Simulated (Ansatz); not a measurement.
A run of Ansatz 0.2.0 is set up as follows.

File input.yaml:

```yaml
crystal:
  lattice:
    - [4.19134, 0.0, 0.0]
    - [0.0, 4.19134, 0.0]
    - [0.0, 0.0, 4.19134]
  atoms:
    - { symbol: Ba, position: [0.0, 0.0, 0.0] }
    - { symbol: Zr, position: [0.5, 0.5, 0.5] }
    - { symbol: O, position: [0.5, 0.5, 0.0] }
    - { symbol: O, position: [0.5, 0.0, 0.5] }
    - { symbol: O, position: [0.0, 0.5, 0.5] }
kpoints:
  mp_grid: { grid: [6, 6, 6] }
  band_path:
    path:
      - [0.0, 0.0, 0.0]
      - [0.0, 0.5, 0.0]
      - [0.5, 0.5, 0.0]
      - [0.0, 0.0, 0.0]
      - [0.5, 0.5, 0.5]
      - [0.0, 0.5, 0.0]
    npoints: 6
scf:
  occupations: { method: fermi_dirac, width: 0.05 }
hamiltonian:
  xc: pbesol
  pseudopotentials: { kind: all_electron, lapw: { basis_error: 0.002 } }
output:
  forces: true
  stress: true
  eigenvalues: true
```

Potentials or basis: all-electron LAPW, scalar-relativistic.

Run with:

```bash
$ ansatz run input.yaml --threads 4 --pin off --max-ram 12288MiB --backend cpu --events-out ev --progress --plain --runs-dir out
```

(1) What does it give for the band gap along the path?

(2) Estimate the band gap on the k mesh.

(3) What does it give for the pressure?

Results:

(1) 3.15 eV, indirect (least direct gap 3.35 eV).

(2) 3.15 eV, indirect (least direct gap 3.35 eV).

(3) -1.2 GPa.

Caveat: spin-orbit coupling is left out, which moves the levels of the heavy elements.
